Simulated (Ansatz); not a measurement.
# SiC: the cost of one run

Method: DFT LDA, frozen-core PAW, scalar-relativistic unless said, in Ansatz 0.2.0.

7 further runs of the same task are left out: 7 set aside as unsound or not needed.

## (1) The structure to begin with

It takes space group F-43m (No. 216, cubic). Conventional cell: a = 4.358 Å, b = 4.358 Å, c = 4.358 Å, α = 90.00°, β = 90.00°, γ = 90.00°. Around Si (site symmetry -43m) lie 4 C at 1.89 Å. Around C (site symmetry -43m) lie 4 Si at 1.89 Å.

As a file:

```cif
data_structure
_symmetry_space_group_name_H-M 'F-43m'
_symmetry_Int_Tables_number 216
_cell_length_a 4.3580
_cell_length_b 4.3580
_cell_length_c 4.3580
_cell_angle_alpha 90.000
_cell_angle_beta 90.000
_cell_angle_gamma 90.000
_cell_volume 82.77
loop_
_atom_site_label
_atom_site_type_symbol
_atom_site_symmetry_multiplicity
_atom_site_Wyckoff_symbol
_atom_site_fract_x
_atom_site_fract_y
_atom_site_fract_z
_atom_site_occupancy
Si1 Si 4 a 0.00000 0.00000 0.00000 1
C1 C 4 d 0.75000 0.25000 0.25000 1
```

Cartesian axes are those of the input's lattice vectors. The structure goes back to a database entry.

## (2) Cell and atoms relaxed, PAW

Input file input.yaml:

```yaml
crystal:
  lattice:
    - [2.179, 2.179, 0.0]
    - [-2.179, 2.179, 0.0]
    - [0.0, 2.179, 2.179]
  atoms:
    - { symbol: Si, position: [0.0, 0.0, 0.0] }
    - { symbol: C, position: [0.75, 0.25, 0.5] }
kpoints:
  mp_grid: { grid: [14, 14, 14] }
scf:
  occupations: { method: fermi_dirac, width: 0.08 }
hamiltonian:
  xc: lda
  pseudopotentials: { kind: paw }
relax:
  f_tol: 0.002
  max_steps: 80
  cell: {}
output:
  forces: true
  stress: true
```

The run is started by

```
ansatz run input.yaml --threads 1 --pin off --max-ram 3072MiB --backend cpu --events-out ev --progress --plain --runs-dir out
```

Q: Estimate wall time and peak memory on 1 thread of Intel Xeon 6975P-C (Granite Rapids), shared host.

About 7.1 s, with a peak of 0.34 GiB.
